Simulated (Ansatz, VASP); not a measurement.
## Two plane-wave programs on Pb

File INCAR:

```
SYSTEM = Pb
  PREC = Accurate
  ENCUT = 520
  EDIFF = 1E-6
  ISMEAR = -1
  SIGMA = 0.1
  LREAL = .FALSE.
  LASPH = .TRUE.
  NELM = 100
  ALGO = Normal
  ISIF = 2
  LWAVE = .FALSE.
  LCHARG = .TRUE.
  GGA = CA
  LELF = .TRUE.
  LVHAR = .TRUE.
  NBANDS = 13
```

KPOINTS

```
Automatic mesh
0
G
  18 18 18
  0 0 0
```

File POSCAR:

```
Pb
1.0
    0.0000000000      2.4375492138      2.4375492138
    2.4375492138      0.0000000000      2.4375492138
    2.4375492138      2.4375492138      0.0000000000
Pb
1
Direct
    0.0000000000      0.0000000000      0.0000000000
```

Input for Ansatz:

```yaml
crystal:
  lattice:
    - [0.0, 2.4375492138, 2.4375492138]
    - [2.4375492138, 0.0, 2.4375492138]
    - [2.4375492138, 2.4375492138, 0.0]
  atoms:
    - { symbol: Pb, position: [0.0, 0.0, 0.0] }
hamiltonian:
  xc: lda
  pseudopotentials:
    kind: paw
    azcp:
      Pb: "pseudopotentials/Pb.paw.azcp"
basis:
  ecutwfc: 420
  fft_grid_basis: typed
kpoints:
  mp_grid: { grid: [18, 18, 18], shift: [0, 0, 0] }
magnetization:
  spin_polarized: false
scf:
  occupations: { method: fermi_dirac, width: 0.1 }
  lower_state_search: "off"
output:
  stress: true
```

Alike in both runs: task single point; functional LDA; k mesh 18 × 18 × 18; occupations fermi-dirac, width 0.1 eV; no spin polarisation.

```csv
,VASP,Ansatz
version,VASP 6.6.1,Ansatz 0.2.0
potentials or method,"VASP PAW LDA potentials, release 64 (Pb_d)","plane waves (420 eV) with PAW, scalar-relativistic"
plane-wave cutoff (eV),520,420
valence electrons in the cell,14,14
```

```csv
,VASP,Ansatz,Ansatz less VASP
pressure (GPa),0.2,0.2,-0.06
```

Ansatz warned: «pseudo_functional_mismatch».

Spin-orbit coupling is left out, which matters for the levels of Pb.
